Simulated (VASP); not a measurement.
**GaN in VASP: one cell, several levels of theory**

Aim: gap, levels, forces and stress of GaN (rocksalt), under -6.0 % strain along x alone at fixed geometry. Runs: PBE, r2SCAN. The results are then set beside those of Ansatz 0.2.0 for the same cell. This is a trial cell built on a prototype, not taken from a measured structure, and it needn't be the compound's ground state.

Code: VASP 6.6.1. PAW datasets, plane waves. The structure was generated, not taken from experiment, and needn't be the ground state; spin polarisation is off.

### 1 Starting point

The cell comes from an earlier relaxation with r2SCAN in another program, then strained, with the atoms relaxed again.

Space group I4/mmm (No. 139), tetragonal; a = 2.982 Å, c = 3.965 Å in the conventional setting, 8.81 Å³ an atom. Near Ga stand 6 N at 1.98–2.11 Å; near N stand 6 Ga at 1.98–2.11 Å.

Coordinates:

Space group I4/mmm (No. 139). a = 2.982 Å, b = 2.982 Å, c = 3.965 Å, α = 90.00°, β = 90.00°, γ = 90.00°
| atom | site | symmetry | x | y | z |
| --- | --- | --- | --- | --- | --- |
| Ga | 2a | 4/mmm | 0.0000 | 0.0000 | 0.0000 |
| N | 2b | 4/mmm | 0.0000 | 0.0000 | 0.5000 |

### 2 PBE at this geometry

INCAR

```
ENCUT = 520.000000
SIGMA = 0.020000
EDIFF = 1.00e-07
GGA = PE
PREC = Accurate
IBRION = -1
ISIF = 2
ISMEAR = -1
NBANDS = 16
NELM = 120
NSW = 0
LASPH = .TRUE.
LCHARG = .TRUE.
LELF = .TRUE.
LWAVE = .FALSE.
LREAL = .FALSE.
```

KPOINTS

```
KPOINTS created by Atomic Simulation Environment
0
Gamma
10 10 10
0 0 0
```

KPOINTS_OPT

```
special points
8
Reciprocal
0.0000000000 0.0000000000 0.0000000000 1
0.5000000000 0.0000000000 0.5000000000 1
0.6250000000 0.2500000000 0.6250000000 1
0.3750000000 0.3750000000 0.7500000000 1
0.5000000000 0.5000000000 0.5000000000 1
0.5000000000 0.2500000000 0.7500000000 1
0.1796880000 -0.0104170000 -0.1927080000 1
0.0000000000 0.5000000000 0.5000000000 1
```

POSCAR

```
Ga N
 1.0000000000000000
     0.0000000000000000    2.1085152378999998    2.1085152378999998
     1.9826368781999999    0.0000000000000000    2.1085152378999998
     1.9826368781999999    2.1085152378999998    0.0000000000000000
 Ga  N
   1   1
Cartesian
  0.0000000000000000  0.0000000000000000  0.0000000000000000
  1.9826368781999999  2.1085152378999998  2.1085152378999998
```

The run uses the recommended PBE PAW datasets (18 valence electrons a neutral cell).

Launch:

```bash
> mpirun -np 1 vasp_std
```

Standard output, without the iteration lines:

```text
POSCAR found type information on POSCAR GaN
 POSCAR found :  2 types and       2 ions
 LDA part: xc-table for (Slater+PW92), standard interpolation
 POSCAR, INCAR and KPOINTS ok, starting setup
 FFT: planning ... GRIDC
 FFT: planning ... GRID_SOFT
 FFT: planning ... GRID
 WAVECAR not read
 entering main loop
 Start KPOINTS_OPT (optional k-point list driver)
k-point batch [1-8\8]
```

OSZICAR:

```text
N       E                     dE             d eps       ncg     rms          rms(c)
DAV:   1     0.715915343692E+02    0.71592E+02   -0.92891E+03  3864   0.218E+03
DAV:   2    -0.895706127842E+01   -0.80549E+02   -0.74986E+02  3776   0.316E+02
DAV:   3    -0.129241291444E+02   -0.39671E+01   -0.39552E+01  3760   0.617E+01
DAV:   4    -0.129561592440E+02   -0.32030E-01   -0.32028E-01  4136   0.578E+00
DAV:   5    -0.129565252109E+02   -0.36597E-03   -0.36597E-03  3840   0.568E-01    0.762E+00
DAV:   6    -0.110426679002E+02    0.19139E+01   -0.42572E+00  4696   0.428E+01    0.242E+00
DAV:   7    -0.110348745358E+02    0.77934E-02   -0.27631E-01  3840   0.531E+00    0.161E+00
DAV:   8    -0.110218532090E+02    0.13021E-01   -0.26813E-02  3928   0.254E+00    0.455E-01
DAV:   9    -0.110201139988E+02    0.17392E-02   -0.68839E-03  4112   0.230E+00    0.105E-01
DAV:  10    -0.110200719539E+02    0.42045E-04   -0.51847E-04  3976   0.303E-01    0.128E-02
DAV:  11    -0.110200754285E+02   -0.34746E-05   -0.35782E-05  3904   0.633E-02    0.133E-02
DAV:  12    -0.110200774467E+02   -0.20182E-05   -0.20273E-06  4112   0.313E-02    0.194E-03
DAV:  13    -0.110200774637E+02   -0.17027E-07   -0.31258E-07  3760   0.552E-03
   1 F= -.11020077E+02 E0= -.11020077E+02  d E =-.452597E-09
       N       E                     dE             ncg
DAV:   1     0.207948084700E+04   -0.59649E+04      320
DAV:   2     0.149271746391E+04   -0.58676E+03      312
DAV:   3     0.146608924067E+04   -0.26628E+02      280
DAV:   4     0.146587770886E+04   -0.21153E+00      352
DAV:   5     0.146587551690E+04   -0.21920E-02      280
DAV:   6     0.146587545652E+04   -0.60386E-04      376
DAV:   7     0.146587545508E+04   -0.14408E-05      272
DAV:   8     0.146587545502E+04   -0.56842E-07      296
```

The lines after F= are the extra pass for the points of KPOINTS_OPT, at fixed density; their E is not a total energy.

Parts of OUTCAR:

```text
k-points           NKPTS =    102   k-points in BZ     NKDIM =    102   number of bands    NBANDS=     16

   NELECT =      18.0000    total number of electrons

   dimension x,y,z NGX =    24 NGY =   24 NGZ =   24
   dimension x,y,z NGXF=    48 NGYF=   48 NGZF=   48

  energy-cutoff  :      520.00
  volume of cell :       17.63
      direct lattice vectors                 reciprocal lattice vectors
     0.000000000  2.108515238  2.108515238    -0.252189398  0.237133691  0.237133691
     1.982636878  0.000000000  2.108515238     0.252189398 -0.237133691  0.237133691
     1.982636878  2.108515238  0.000000000     0.252189398  0.237133691 -0.237133691

 k-points in reciprocal lattice and weights: KPOINTS created by Atomic Simulation Env
   0.00000000  0.00000000  0.00000000       0.001
   0.10000000  0.00000000  0.00000000       0.008
   0.20000000  0.00000000  0.00000000       0.008
   0.30000000  0.00000000  0.00000000       0.008
   0.40000000  0.00000000  0.00000000       0.008
   0.50000000  0.00000000  0.00000000       0.004
   0.10000000  0.10000000  0.00000000       0.004
   0.20000000  0.10000000  0.00000000       0.016
[... 94 more k-points ...]

 E-fermi :   9.1439

 k-point     1 :       0.0000    0.0000    0.0000
  band No.  band energies     occupation
      1      -9.2632      2.00000
      2      -5.2080      2.00000
      3      -5.2080      2.00000
      4      -5.1687      2.00000
      5      -5.1318      2.00000
      6      -5.0302      2.00000
      7       7.7680      2.00000
      8       8.3717      2.00000
      9       8.3717      2.00000
     10      11.8608      0.00000
     11      23.8051      0.00000
     12      23.8051      0.00000
     13      24.2799      0.00000
     14      24.7313      0.00000
     15      24.7313      0.00000
     16      25.1648      0.00000

 k-point     2 :       0.1000    0.0000    0.0000
  band No.  band energies     occupation
      1      -9.0545      2.00000
      2      -5.2114      2.00000
      3      -5.2014      2.00000
      4      -5.1641      2.00000
      5      -5.1372      2.00000
      6      -5.0547      2.00000
      7       6.9641      2.00000
      8       8.1219      2.00000
      9       8.3685      2.00000
     10      12.7359      0.00000
     11      21.3739      0.00000
     12      22.6960      0.00000
     13      23.7391      0.00000
     14      24.8420      0.00000
     15      25.1188      0.00000
     16      26.6911      0.00000

 k-point     3 :       0.2000    0.0000    0.0000
  band No.  band energies     occupation
      1      -8.4483      2.00000
      2      -5.2491      2.00000
      3      -5.2386      2.00000
      4      -5.1840      2.00000
      5      -5.0852      2.00000
      6      -5.0691      2.00000
      7       4.9341      2.00000
      8       8.2421      2.00000
      9       8.3697      2.00000
     10      13.9486      0.00000
     11      19.2904      0.00000
     12      20.7702      0.00000
     13      22.3806      0.00000
     14      24.9708      0.00000
     15      26.3833      0.00000
     16      26.8234      0.00000

 k-point     4 :       0.3000    0.0000    0.0000
  band No.  band energies     occupation
      1      -7.5196      2.00000
      2      -5.3290      2.00000
      3      -5.3016      2.00000
      4      -5.2536      2.00000
      5      -5.0189      2.00000
      6      -4.9977      2.00000
      7       2.7715      2.00000
      8       8.3918      2.00000
      9       8.4650      2.00000
     10      14.2659      0.00000
     11      18.6198      0.00000
     12      19.1127      0.00000
     13      20.8374      0.00000
     14      25.0474      0.00000
     15      28.3905      0.00000
     16      28.3935      0.00000

 k-point     5 :       0.4000    0.0000    0.0000
  band No.  band energies     occupation
      1      -6.4677      2.00000
      2      -5.3947      2.00000
      3      -5.3782      2.00000
      4      -5.3360      2.00000
      5      -4.9691      2.00000
      6      -4.9240      2.00000
      7       0.9584      2.00000
      8       8.4279      2.00000
      9       8.6744      2.00000
     10      13.8831      0.00000
     11      18.0230      0.00000
     12      18.8584      0.00000
     13      19.7108      0.00000
     14      25.4856      0.00000
     15      30.7513      0.00000
     16      30.9307      0.00000

 k-point     6 :       0.5000    0.0000    0.0000
  band No.  band energies     occupation
      1      -5.8152      2.00000
      2      -5.5051      2.00000
      3      -5.4198      2.00000
      4      -5.3983      2.00000
      5      -4.9497      2.00000
      6      -4.8955      2.00000
      7       0.1727      2.00000
      8       8.4466      2.00000
      9       8.7621      2.00000
     10      13.6692      0.00000
     11      17.6426      0.00000
     12      19.1524      0.00000
     13      19.1655      0.00000
     14      25.8129      0.00000
     15      32.9150      0.00000
     16      33.0521      0.00000

 k-point     7 :       0.1000    0.1000    0.0000
  band No.  band energies     occupation
      1      -9.0105      2.00000
      2      -5.2279      2.00000
      3      -5.1781      2.00000
      4      -5.1682      2.00000
      5      -5.1494      2.00000
      6      -5.0271      2.00000
      7       7.4464      2.00000
      8       7.5029      2.00000
      9       8.1518      2.00000
     10      13.0168      0.00000
     11      21.6502      0.00000
     12      21.6932      0.00000
     13      22.8526      0.00000
     14      23.6394      0.00000
     15      27.2099      0.00000
     16      28.0015      0.00000

 k-point     8 :       0.2000    0.1000    0.0000
  band No.  band energies     occupation
      1      -8.5736      2.00000
      2      -5.2475      2.00000
      3      -5.2301      2.00000
      4      -5.1433      2.00000
      5      -5.1098      2.00000
      6      -5.0224      2.00000
      7       5.7366      2.00000
      8       7.6262      2.00000
      9       8.1189      2.00000
     10      14.0990      0.00000
     11      19.3478      0.00000
     12      20.2044      0.00000
     13      22.5195      0.00000
     14      24.1486      0.00000
     15      27.4947      0.00000
     16      28.8778      0.00000

[... the tables of k-points 9 to 102 left out ...]

  Total        4.5409684      2.4166570      2.4166570      0.0000000      0.0000000      0.0000000
  in kB      412.6980319    219.6336733    219.6336733      0.0000000      0.0000000      0.0000000
  external PRESSURE =     283.9884595 kB  Pullay stress =       0.0000000 kB

 POSITION                                       TOTAL-FORCE (eV/Angst)
 -----------------------------------------------------------------------------------
      0.00000      0.00000      0.00000         0.000000      0.000000      0.000000
      1.98264      2.10852      2.10852         0.000000      0.000000     -0.000000
 -----------------------------------------------------------------------------------
    total drift:                                0.000000     -0.000000     -0.000000

  FREE ENERGIE OF THE ION-ELECTRON SYSTEM (eV)
  ---------------------------------------------------
  free  energy   TOTEN  =       -11.0200774637 eV

  energy  without entropy=      -11.0200774633  energy(sigma->0) =      -11.02007746
```

Hardware: 1 MPI rank of Intel Xeon Platinum 8488C, shared host.

The levels at the points of KPOINTS_OPT are read from vasprun.xml.

Levels at the named points, in eV from the top of band v (v: the last filled band by count, c: the next):

```tsv
point	v−1	v	c	c+1
Γ	-0.45	-0.45	3.04	14.99
X	-3.65	-2.76	1.29	8.17
U	-6.14	-2.15	3.92	9.36
K	-6.14	-2.15	3.92	9.36
L	-0.37	-0.06	4.85	8.82
W	-5.57	-5.25	6.33	10.62
```

PBE gives an indirect gap of 0.63 eV, from (0.18, -0.01, -0.19) to (0.00, 0.50, 0.50); the least direct gap is 3.49 eV. The pressure is 28.40 GPa; the forces vanish within 0.01 eV/Å.

Axes a, b and c in the maps are those of this run's conventional cell (a, b, c = 2.982, 2.982, 3.965 Å).

Density in a lattice plane of the grid's cell (edges 2.98 and 3.97 Å, at 0.000 of the third edge), which holds Ga and N.

Ten even steps from ' ' (0.10 e/Å³) to '@' (16.61 e/Å³):
```
%%##++--..                  ..--++##
++==--..                      ..--==
::::..                          ..::
                                    
                                    
                                    
..                                  
......                          ....
::::....                      ....::
::::....                      ....::
::::....                      ....::
......                          ....
..                                  
                                    
                                    
                                    
::::..                          ..::
++==--..                      ..--==
%%##++--..                  ..--++##
@@%%**--..                  ..--**%%
```
Columns run along the first of these edges and rows up along the second, over one cell in 18 and 20 even steps from the bottom left corner. Atoms in the plane (fractional): Ga at (0.00, 0.00), N at (0.00, 0.50).

ELF in the same plane.

Ten even steps from '0' (0.03) to '9' (0.81):
```
000012111111121000
000122111011122100
112221100000112221
333221100000112233
555432100000123455
888754210001245788
999986310001368999
889997521012579998
347998631113689975
026998631113689962
357998631113689974
889997521012579998
999986310001368999
888754210001245788
555432100000123455
333221100000112233
112221100000112221
000122111011122100
000012111111121000
200012111111121000
```
Columns run along the first of these edges and rows up along the second, over one cell in 18 and 20 even steps from the bottom left corner. Atoms in the plane (fractional): Ga at (0.00, 0.00), N at (0.00, 0.50).

Both are smooth fields of the valence electrons: close to the nuclei they are not physical.

Maxima of ELF outside the ion cores: 0.83 in the shell around N, 0.7 Å from N.

(Part 1 of 2 ends here.)
